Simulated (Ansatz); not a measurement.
**AlP (F-43m): elastic constants by finite strains**

Method: LDA, all-electron LAPW in Ansatz 0.2.0, scalar-relativistic.

Cell and atoms were relaxed beforehand by PAW with this functional.

Launched as:

```sh
ansatz run input.yaml --threads 1 --pin off --max-ram 2560MiB --backend cpu --events-out ev --progress --plain --runs-dir out
```

Input:

```yaml
crystal:
  lattice:
    - [0.0, 2.71692597136, 2.71692597136]
    - [2.71692597136, 0.0, 2.71692597136]
    - [2.71692597136, 2.71692597136, 0.0]
  atoms:
    - { symbol: Al, position: [0.0, 0.0, 0.0] }
    - { symbol: P, position: [0.75, 0.75, 0.75] }
kpoints:
  mp_grid: { grid: [8, 8, 8] }
scf:
  occupations: { method: fixed }
hamiltonian:
  xc: lda
  pseudopotentials: { kind: all_electron, lapw: { basis_error: 0.0005 } }
elastic:
  mode: relaxed_ion
  stencil: four_point
  amplitude: 0.003
```

Output (shortened where marked):

```
Warning: RAYON_NUM_THREADS=1 ignored (pool sized by the plan → 1); use --threads N
LAPW: plane waves up to 8.348 Å⁻¹, error target 5.0e-4 eV per atom; small_component_spin mean_spin; Al in spheres of 1.168 Å, 11 of its electrons in bands, Dirac shells []; P in spheres of 1.114 Å, 13 of its electrons in bands, ...
Engine: ansatz 0.2.0, aarch64-unknown-linux-gnu
Pseudopotentials: kind: all_electron
Pseudopotential: Al, LAPW, valence charge 11, lapw/all_electron/scalar/gaussian/Al, Koelling and Harmon's equation, gaussian nucleus
Pseudopotential: P, LAPW, valence charge 13, lapw/all_electron/scalar/gaussian/P, Koelling and Harmon's equation, gaussian nucleus
Functional definition: SPW92
  exchange = slater_x
  correlation = pw_c
davidson cushion auto → on  (no smearing: the cushion is to keep the highest requested band from converging to the state above it; pin scf.eigensolver.cushion to override)
Crystal: 2 atoms, lattice volume = 40.111 Å³
Basis set: ecut = 265.50976356752125 eV, 411 PW (Γ), exchange–correlation at level 2
Bands: 16, of which v1, the nominal top of the filled ones, is band 12 counted from 1 (11 counted from 0)
Symmetry: 24 space group operations
Space group: F-43m (ITA 216), of the structure as read, at distance tolerance 3.4e-5 Å
k-points: 29 of 512 (time reversal used)
Non-local potential: Al, projectors of the file, none
Non-local potential: P, projectors of the file, none
Initial density: superposition of atomic densities (chi_scale 0.1, normalization cell, long waves kept (reshape's long-wave potential 0.00 eV rms))
Initial wavefunctions: plane waves of lowest kinetic energy (no species holds an atomic orbital)
Functional: x = slater, c = lda
iter 1 solved again at ethr=5.28e-3 eV; its pass at ethr=1.00e-1 eV (dr2=1.27e0 eV) is discarded
SCF iter   1: F=—  HF=-15863.923698 eV  |F-HF|=—  |Δ(HF+E_count)|=         —  Δρ=4.64e-2  dr2=1.27e0  ethr=5.28e-3  ⟨swp⟩=2.0  Hψ=3328  notcnv=0
preconditioner: auto → none  [insulator: Δε(μ)=2.204 eV  Ē_g=10.288 eV  n_scr=14 (ndim 8)  ℏωp=16.6 eV  f_vac=0.000  ε∞_Penn≈3.6]
iter 2 solved again at ethr=3.00e-4 eV; its pass at ethr=5.28e-3 eV (dr2=7.21e-2 eV) is discarded
SCF iter   2: F=—  HF=-15863.532532 eV  |F-HF|=—  |Δ(HF+E_count)|=   3.91e-1  Δρ=1.57e-2  dr2=7.18e-2  ethr=3.00e-4  ⟨swp⟩=2.0  Hψ=2432  notcnv=0
SCF iter   3: F=—  HF=-15863.510272 eV  |F-HF|=—  |Δ(HF+E_count)|=         —  Δρ=6.36e-3  dr2=1.27e-2  ethr=2.99e-4  ⟨swp⟩=2.0  Hψ=1305  notcnv=0
the basis was enlarged: its passes take 114.7 KiB over the memory plan, 1 of 1 planned eigensolver slots
SCF iter   4: F=—  HF=-15863.507300 eV  |F-HF|=—  |Δ(HF+E_count)|=   2.97e-3  Δρ=4.47e-4  dr2=4.34e-5  ethr=5.30e-5  ⟨swp⟩=2.1  Hψ=1307  notcnv=0
SCF iter   5: F=—  HF=-15863.507294 eV  |F-HF|=—  |Δ(HF+E_count)|=   5.53e-6  Δρ=5.57e-5  dr2=8.36e-7  ethr=1.81e-7  ⟨swp⟩=3.3  Hψ=1498  notcnv=0
SCF iter   6: F=—  HF=-15863.507294 eV  |F-HF|=—  |Δ(HF+E_count)|=   2.99e-7  Δρ=1.08e-5  dr2=2.57e-8  ethr=3.48e-9  ⟨swp⟩=3.0  Hψ=1415  notcnv=0
SCF iter   7: F=—  HF=-15863.507294 eV  |F-HF|=—  |Δ(HF+E_count)|=   1.25e-8  Δρ=9.69e-7  dr2=2.11e-10  ethr=1.07e-10  ⟨swp⟩=3.0  Hψ=1401  notcnv=0
[... 136 lines left out ...]
SCF iter   2: F=-15863.507017 eV  HF=-15863.507017 eV  |F-HF|=3.64e-12  |Δ(HF+E_count)|=  3.64e-11  Δρ=7.42e-9  dr2=9.86e-15  ethr=1.59e-12 (applied; sched 1.00e-12)  ⟨swp⟩=2.0  Hψ=4275  notcnv=0
SCF 18 converged in 2 iterations: F = -15863.507017 eV  dr2 = 9.86e-15
SCF converged after 9 iterations
Free energy (F): -15863.507294 eV
Harris-Foulkes:  -15863.507294 eV  (|F-HF|=7.28e-12)
Internal energy: -15863.507294 eV  (E = F + TS)
E sigma→0 (E₀):  -15863.507294 eV
Fermi energy:    6.271609 eV
--- Per-component energies (eV) ---
  E_band       = -1506.287285
  E_kinetic    = 15895.016718
  E_xc         = -1083.035504
  E_electrostatic = -30675.488508  (all electrons and nuclei)
  E_smearing   = -0.000000  (= −TS)
  E_closure    = 0.000000  (closes the sum)
  Σ components = -15863.507294   (vs F -15863.507294, Δ=0.00e0)
  Basis errors (estimates in eV, not in F): energy 2.2e-4 per atom: plane waves 2.1e-4 (1.2e-4 summed), levels above the bands 0.0e0, relativity 2.8e-9, radial functions 1.7e-5, core shells 1.6e-13; eigenvalues (radial functions ...
--- Forces (eV/Å), atoms counted from 1 ---
  atom   1  Al    -0.00000000     0.00000000     0.00000000
  atom   2  P      0.00000000    -0.00000000    -0.00000000
  max |Σ_I F_I| component: 1.62e-17 eV/Å
--- Stress (GPa, compression-positive) ---
       -0.029530       0.000000      -0.000000
        0.000000      -0.029530       0.000000
       -0.000000       0.000000      -0.029530
  P = ⅓ Tr σ = -0.0295 GPa (-0.295 kbar)
--- Elastic constants: 2 strain directions × 4 members + reference (group order 24) ---
  dense FFT box of the reference and of every strained cell: 24×24×24
  strains applied: 11, 23; error gains: componentwise 1.00 (the most a stress slope's error grows in a printed constant), spectral 1.73 (1 for all six strains in a standard setting)
  C = ∂σ_k/∂η_j (tension-positive GPa; Voigt order 11 22 33 23 13 12):
       132.291     68.316     68.316     -0.000      0.000      0.000
        68.316    132.291     68.316     -0.000      0.000     -0.000
        68.316     68.316    132.291     -0.000      0.000      0.000
        -0.000      0.000      0.000     61.523     -0.000      0.000
         0.000      0.000      0.000      0.000     61.523     -0.000
        -0.000      0.000     -0.000      0.000     -0.000     61.523
  reference stress σ⁰ (GPa):      0.030      0.030      0.030     -0.000      0.000     -0.000
  no Pulay correction (none for the plane-wave cutoff is built on LAPW): the batch's stresses and constants are at fixed plane waves
  C* (energy form; C + prestress term) asymmetry max|C*_kj − C*_jk| = 2.842e-14 GPa — a small one proves nothing (zero by symmetry where the batch's group is 432, −43m or m−3m); a large one is finite-difference/SCF noise where ...
  moduli (Voigt/Reuss/Hill, GPa): K = 89.64/89.64/89.64   G = 49.71/44.93/47.32   E = 120.72   ν = 0.276
  mechanically stable: yes (min eigenvalue of sym C = 61.52 GPa)
  where every solve meets its electron count the energy-path curvature estimates C_jj along a normal strain and C_jj − ¼(σ⁰_aa + σ⁰_bb) along a shear (ab), closely only under elastic.basis: deformed
  strain η (Voigt 11):  stress-route row diagonal C_11 = 132.29 GPa, energy-path curvature d²(F+E_count)/dδ²/Ω₀ = 132.29 GPa
    cells at ±δ against ±2δ: C21 68.32 and 68.33 GPa, apart by 0.01 % of the column's largest entry
         δ    σ_11 (GPa)             F (eV)   n_scf  n_hpsi   n_pw
    -6.000e-3      -0.7672      -15863.5067406       7   27429    411   relax 0 steps, max|allowed force component| 2.60e-17 eV/Å
    -3.000e-3      -0.3681      -15863.5071668       7   27750    411   relax 0 steps, max|allowed force component| 3.99e-17 eV/Å
     3.000e-3       0.4257      -15863.5071228       7   27602    411   relax 0 steps, max|allowed force component| 2.26e-17 eV/Å
     6.000e-3       0.8203      -15863.5066549       7   27429    411   relax 0 steps, max|allowed force component| 2.78e-17 eV/Å
  strain η (Voigt 23):  stress-route row diagonal C_44 = 61.52 GPa, energy-path curvature d²(F+E_count)/dδ²/Ω₀ = 61.51 GPa
    cells at ±δ against ±2δ: C44 61.52 and 61.53 GPa, apart by 0.00 % of the column's largest entry
         δ    σ_23 (GPa)             F (eV)   n_scf  n_hpsi   n_pw
    -6.000e-3      -0.3692      -15863.5070167       2   10968    411   relax 3 steps, max|allowed force component| 1.62e-6 eV/Å
    -3.000e-3      -0.1846      -15863.5072245       2   10973    411   relax 2 steps, max|allowed force component| 7.54e-7 eV/Å
     3.000e-3       0.1846      -15863.5072245       2   10978    411   relax 2 steps, max|allowed force component| 8.28e-8 eV/Å
     6.000e-3       0.3692      -15863.5070167       2   10965    411   relax 2 steps, max|allowed force component| 4.13e-6 eV/Å
```

The run converged.

**Elastic constants**

Elastic constants of a crystal by Kohn-Sham DFT: slopes of the stress over finite engineering strains of the given cell, Voigt indices, Cartesian axes as in the input.

- Pressure at rest: -0.03 GPa
- Least elastic eigenvalue: 61.52 GPa
- Elastically stable: yes

| index | elastic (GPa) |
| --- | --- |
| 11 | 132.3 |
| 12 | 68.32 |
| 44 | 61.52 |

Elastic moduli:

Hill averages of a grain aggregate, Debye temperature from the mean sound speed over directions.

```json
{
  "Bulk modulus": "89.64 GPa",
  "Shear modulus": "47.32 GPa",
  "Young modulus": "120.7 GPa",
  "Poisson ratio": "0.2756",
  "Bulk over shear modulus": "1.894",
  "Elastic anisotropy index": "0.5319",
  "Least young modulus": "85.76 GPa",
  "Largest young modulus": "150.2 GPa",
  "Longitudinal sound speed": "7979 m/s",
  "Transverse sound speed": "4441 m/s",
  "Elastic debye temperature": "537.7 K",
  "Linear compressibility (x, y, z)": "3.719, 3.719, 3.719 1/TPa",
  "Zener ratio": "1.923",
  "Cauchy pressure": "6.79 GPa"
}
```

### Strained cells

Stress of each strained cell less that at rest, tension positive.

| strain component | strain | stress xx (GPa) | stress yy (GPa) | stress zz (GPa) | stress yz (GPa) | stress xz (GPa) | stress xy (GPa) | relaxation steps |
| --- | --- | --- | --- | --- | --- | --- | --- | --- |
| xx | -0.006 | -0.7966 | -0.4188 | -0.4188 | 0 | 0 | 0 | 0 |
| xx | -0.003 | -0.3976 | -0.2071 | -0.2071 | 0 | 0 | 0 | 0 |
| xx | 0.003 | 0.3962 | 0.2028 | 0.2028 | 0 | 0 | 0 | 0 |
| xx | 0.006 | 0.7908 | 0.4012 | 0.4012 | 0 | 0 | 0 | 0 |
| yz | -0.006 | 0.0011 | -0.0009 | -0.0009 | -0.3692 | 0 | 0 | 3 |
| yz | -0.003 | 0.0003 | -0.0002 | -0.0002 | -0.1846 | 0 | 0 | 2 |
| yz | 0.003 | 0.0003 | -0.0002 | -0.0002 | 0.1846 | 0 | 0 | 2 |
| yz | 0.006 | 0.0011 | -0.0009 | -0.0009 | 0.3692 | 0 | 0 | 2 |

Limits of these numbers: constants at zero field, no piezoelectric stiffening.

Cost: 4.1 min on 1 thread of Arm Neoverse V1 (shared host), peak memory 0.37 GiB.
